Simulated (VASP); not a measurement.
BeSe:

```
CELL_PARAMETERS angstrom
0.00000 2.50939 2.50939
2.50939 0.00000 2.50939
2.50939 2.50939 0.00000
ATOMIC_POSITIONS crystal
Be 0.00000 0.00000 0.00000
Se 0.25000 0.25000 0.25000
```

The cell isn't the ideal one: cell and atoms relaxed from 0.97 times the given volume.

| Quantity | Value |
| --- | --- |
| Program | VASP 6.6.1 |
| Task | relaxation of cell and atoms |
| Functional | PBE |
| Potentials or basis | VASP PAW PBE potentials, release 64 (Be, Se) |
| Cutoff | 600 eV |
| k mesh | 8 × 8 × 8 |
| Occupations | fermi-dirac, width 0.02 eV |
| Spin | no spin polarisation |

At the start: pressure 8.7 GPa; volume 15.80 Å³/atom.

Question: Where does the relaxation end?

Answer: Over 5 steps the energy falls by 39.9 meV/atom and the volume is 17.39 Å³/atom (+10.1 %); space group F-43m (No. 216, to 0.05 Å).

The path:
```tsv
step	energy change (eV)	largest force (eV/Å)	pressure (GPa)	volume (Å³)
1	0.0000	0.0000	8.69	31.60
2	-0.0745	0.0000	-1.82	35.69
3	-0.0798	0.0000	0.05	34.77
4	-0.0798	0.0000	-0.10	34.84
5	-0.0798	0.0000	-0.01	34.79
```

Final structure:
```xyz
2
Lattice="0.0000 2.5910 2.5910 2.5910 0.0000 2.5910 2.5910 2.5910 0.0000" Properties=species:S:1:pos:R:3 pbc="T T T"
Be    0.0000    0.0000    0.0000
Se    1.2955    1.2955    1.2955
```
